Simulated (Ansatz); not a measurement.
Co under changes of volume

One of the cells (10.688 Å³/atom); the others are scaled copies at fixed shape and fractional positions:

```
Co
1.0
     2.47056    0.00000    0.00000
    -1.23528    2.13957    0.00000
     0.00000    0.00000    8.08823
Co
4
Cartesian
  1.2353 0.7132 6.0662
  0.0000 0.0000 4.0441
  0.0000 1.4264 2.0221
  0.0000 0.0000 0.0000
```

| Property | Result |
| --- | --- |
| Program | Ansatz 0.2.0 |
| Functional | PBE |
| Potentials or basis | SPMS NC |
| Cutoff | 844 eV (not typed: the program's choice for these potentials) |
| k mesh | 12 × 12 × 4 |
| Occupations | fermi-dirac, width 0.05 eV |
| Spin | collinear spin, ferromagnetic start |
| Starting moments | [2.0, 2.0, 2.0, 2.0] μB |

| volume (Å³/atom) | energy over the lowest point (meV/atom) | pressure (GPa) | moment (μB per cell) |
| --- | --- | --- | --- |
| 10.047 | 51.94 | 20.4 | 6.26 |
| 10.261 | 28.76 | 14.6 | 6.39 |
| 10.475 | ? | ? | ? |
| 10.688 | 3.26 | 4.6 | 6.60 |
| 10.902 | 0.00 | 0.3 | 6.67 |
| 11.116 | 2.29 | -3.6 | 6.73 |
| 11.330 | 9.48 | -7.1 | 6.79 |

Question: What does the run at 10.475 Å³/atom give?

Answer: Energy over the lowest point 12.69 meV/atom; pressure 9.4 GPa; moment 6.51 μB per cell.

Worked out: A Birch-Murnaghan fit of order 3 (a polynomial in V^(-2/3)) to the other rows has its minimum at 10.92 Å³/atom with B0 = V·E''(V) = 210 GPa and B' = 3.5 at fixed shape and positions, which overstates the stiffness. It gives 12.69 meV/atom at 10.475 Å³/atom, against the run's 12.69, and -dE/dV = 9.4 GPa, against 9.4. A parabola through the other rows of the moment, of slope 0.481 μB per Å³/atom there, gives 6.50 μB, against the run's 6.51.

Energies are extrapolated to zero smearing.
